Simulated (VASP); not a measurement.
# SnO in VASP 6.6.1, single-point calculation

INCAR

```
IMIX = 1
LCHARG = .FALSE.
GGA = PE
LREAL = .FALSE.
AMIX = 0.4
ISIF = 2
IBRION = -1
ISMEAR = -1
SIGMA = 0.02
LMAXMIX = 4
NSW = 0
EDIFF = 1E-7
PREC = Accurate
NBANDS = 28
LASPH = .TRUE.
NELM = 120
ENCUT = 520
LWAVE = .FALSE.
```

KPOINTS

```
KPOINTS created by Atomic Simulation Environment
0
Gamma
6 6 6
0 0 0
```

POSCAR

```
Sn O
 1.0000000000000000
     3.7925880616946528    0.0000000000000000    0.0000000000000000
     0.0000000000000000    3.7925880616946528    0.0000000000000000
     0.0000000000000000    0.0000000000000000    4.7583872278309158
 Sn  O
   2   2
Cartesian
  0.0000000000000000  1.8962940308473264  1.1469289350624805
  1.8962940308473264  0.0000000000000000  3.6114582927684351
  1.8962940308473264  1.8962940308473264  0.0000000000000000
  0.0000000000000000  0.0000000000000000 -0.0000000000000000
```

The recommended PBE PAW datasets give the neutral cell 40 valence electrons.

Command

```
mpirun -np 1 vasp_std
```

Q: Predict the outcome of this run.

A: It converged. Results: gap between bands v and c on the k mesh -0.06 eV (bands overlap: a metal); least direct gap on the k mesh 1.87 eV; pressure 5.6 GPa; largest force 0.58 eV/Å. Band v is the last that the valence electrons fill when counted band by band, and c is the next.

OSZICAR

```
N       E                     dE             d eps       ncg     rms          rms(c)
DAV:   1     0.426745671775E+03    0.42675E+03   -0.19975E+04  2292   0.222E+03
DAV:   2     0.399824641393E+02   -0.38676E+03   -0.37095E+03  2332   0.548E+02
DAV:   3    -0.231918939134E+02   -0.63174E+02   -0.62005E+02  2560   0.183E+02
DAV:   4    -0.262279920559E+02   -0.30361E+01   -0.30218E+01  2584   0.430E+01
DAV:   5    -0.262960676730E+02   -0.68076E-01   -0.68067E-01  2432   0.699E+00    0.117E+01
DAV:   6    -0.226561612752E+02    0.36399E+01   -0.16065E+01  3612   0.444E+01    0.489E+00
DAV:   7    -0.226473768040E+02    0.87845E-02   -0.20115E+00  2764   0.909E+00    0.204E+00
DAV:   8    -0.226415987261E+02    0.57781E-02   -0.12210E-01  2460   0.233E+00    0.108E+00
DAV:   9    -0.226378003553E+02    0.37984E-02   -0.93500E-03  3412   0.966E-01    0.721E-01
DAV:  10    -0.226377960815E+02    0.42738E-05   -0.25546E-03  2312   0.377E-01    0.438E-01
...
DAV:  16    -0.226387117679E+02   -0.24540E-04   -0.67741E-06  2472   0.180E-02    0.272E-02
DAV:  17    -0.226387239005E+02   -0.12133E-04   -0.30234E-06  2344   0.114E-02    0.173E-02
DAV:  18    -0.226387298353E+02   -0.59348E-05   -0.14035E-06  2168   0.754E-03    0.111E-02
DAV:  19    -0.226387327187E+02   -0.28834E-05   -0.67069E-07  2008   0.512E-03    0.711E-03
DAV:  20    -0.226387341172E+02   -0.13985E-05   -0.32352E-07  1996   0.357E-03    0.459E-03
DAV:  21    -0.226387347940E+02   -0.67677E-06   -0.15619E-07  1964   0.249E-03    0.298E-03
DAV:  22    -0.226387351212E+02   -0.32720E-06   -0.75381E-08  1672   0.175E-03    0.194E-03
DAV:  23    -0.226387352779E+02   -0.15674E-06   -0.38815E-08  1568   0.130E-03    0.127E-03
DAV:  24    -0.226387353534E+02   -0.75460E-07   -0.18504E-08  1380   0.917E-04
   1 F= -.22638735E+02 E0= -.22638464E+02  d E =-.542347E-03
```

For comparison, a separate PBE run of the intended cell, on usual settings and not on those above, gives a gap of -0.06 eV on its mesh and a pressure of 5.6 GPa.
